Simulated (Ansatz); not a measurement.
## SiO₂: how the axes shrink under pressure

SiO₂, P4_32_12, a = 4.982 Å, c = 6.921 Å. This isn't the usual stable structure of the compound. Ansatz: r2SCAN, PAW, 500 eV, Γ-centred 6×6×4 mesh on 12 atoms, Gaussian smearing 0.02 eV; no spin polarisation. Cell and atoms are relaxed at each pressure, and no other structure is tried, so the rows at high pressure may lie past a change of phase. y = 100 ln(c/c0) with c0 = 6.9207 Å, so nearly a change in per cent. The pressures are the targets, met within 0.04 GPa.

```tsv
P (GPa)	y	100 ln(a/a0)
-2.0	6.83	5.14
0.0	0.00	0.00
2.0	-4.63	-3.06
5.0	?	?
10.0	-12.80	-8.03
20.0	-17.33	-11.00
```

Task: Fit y = c1 P + c2 P² to the other rows, give the linear compressibility along c, and predict the missing y.

Result: Least squares on the rows shown. y = −2.0024 P + 0.057745 P². The linear compressibility along c is −c1/100 = 20.02 per TPa, against 13.20 along a from the same fit to the last column (its missing entry is -5.58): the crystal is softer along c at low pressure. The runs next to zero pressure give 28.29 and 20.23, so a parabola over the whole range misstates the start. With a term in P³ added, the coefficient of P becomes -2.874, 44 % more, which shows how far this figure hangs on the form. At P = 5.0 the fit asked for gives -8.57. The run gave -8.72, so the fit is 0.15 too high, within the rms miss on the fitted rows (1.56): the form describes this series only roughly. The parabola turns at P = 17.3, between the two outer rows, which can neither show nor exclude a turn there.